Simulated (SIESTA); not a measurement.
**Hf under changes of volume**

One of the cells (22.828 Å³/atom); the others are scaled copies at fixed shape and fractional positions:

```
Hf
1.0
     3.21787    0.00000    0.00000
    -1.60894    2.78676    0.00000
     0.00000    0.00000    5.09130
Hf
2
Direct
  0.66667 0.33333 0.75000
  0.33333 0.66667 0.25000
```

```yaml
Program: SIESTA 5.4.2
Functional: PBE
Potentials_or_basis: PseudoDojo 0.4 standard (PBE files)
Basis: DZP (energy shift 0.003 Ry; two zetas on semicore shells)
Grid_cutoff: 800 Ry
Energy_shift: 0.003 Ry
k_mesh: 10 × 10 × 5
Occupations: fermi-dirac, width 0.05 eV
Spin: no spin polarisation
```

```csv
volume (Å³/atom),energy over the lowest point (meV/atom),pressure (GPa)
21.037,?,?
21.485,19.21,6.2
21.933,5.86,3.6
22.828,0.00,-1.2
23.276,6.60,-3.3
23.723,18.58,-5.1
```

Q: What does the run at 21.037 Å³/atom give?

A: Energy over the lowest point 40.58 meV/atom; pressure 9.3 GPa.

Worked out: A Birch-Murnaghan fit of order 3 (a polynomial in V^(-2/3)) to the other rows has its minimum at 22.57 Å³/atom with B0 = V·E''(V) = 115 GPa and B' = 3.2 at fixed shape and positions, which overstates the stiffness. It gives 40.42 meV/atom at 21.037 Å³/atom, against the run's 40.58, and -dE/dV = 9.1 GPa, against 9.3.

Energies are extrapolated to zero smearing.

Caveats: short orbitals over semicore shells can move pressures by several GPa; the basis of atomic orbitals isn't converged, which shifts pressures, moduli and gaps.
